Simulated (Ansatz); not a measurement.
# ⁴⁷Ti NMR of the central transition in TiO₂ under strain

Cell: a structure deposited in the COD, relaxed with PBE at fixed cell and then changed (z compressed by 1 %, ions relaxed).

```
Ti O
1.0
     4.59400    0.00000    0.00000
     0.00000    4.59400    0.00000
     0.00000    0.00000    2.92941
Ti O
2 4
Direct
  0.00000 0.00000 0.00000
  0.50000 0.50000 0.50000
  0.30383 0.30383 0.00000
  0.19617 0.80383 0.50000
  0.69617 0.69617 0.00000
  0.80383 0.19617 0.50000
```

Atom numbers follow the list; atoms alike are taken as one site, whose name carries the number of the first.

Method: Kohn–Sham DFT in Ansatz, PBE, plane waves and PAW, scalar-relativistic, 420 eV cutoff, Γ-centred 7×7×10 k-points, Fermi–Dirac smearing 0.02 eV.

⁴⁷Ti has I = 5/2 and Q = 302.0 mb (Pyykkö 2018); at 11.7 T its Larmor frequency is ν₀ = 28.1 MHz. Only the quadrupole interaction is simulated: positions count from each site's isotropic chemical shift, and shift anisotropy, dipolar and J coupling are left out.

**Question.** Give C_Q, η, the quadrupolar product P_Q = |C_Q|(1 + η²/3)^½, the second-order isotropic shift and the breadth of the pattern (static powder) for each Ti site.

**Answer.** 

```json
{"site": "Ti", "first shell": "6 O at 1.94–1.97 Å", "C_Q (MHz)": "-14.8", "η": "0.54", "P_Q (MHz)": "15.5", "δ_QIS (ppm)": "-1826", "breadth (kHz)": "363"}
```

δ_QIS = −(ν_Q²/30ν₀²)[I(I+1) − 3/4](1 + η²/3) × 10⁶ ppm with ν_Q = 3|C_Q|/[2I(2I−1)]; it falls as 1/B₀² in ppm, and the breadth as 1/B₀ in kHz.

At this changed cell the PBE pressure is 8 GPa.
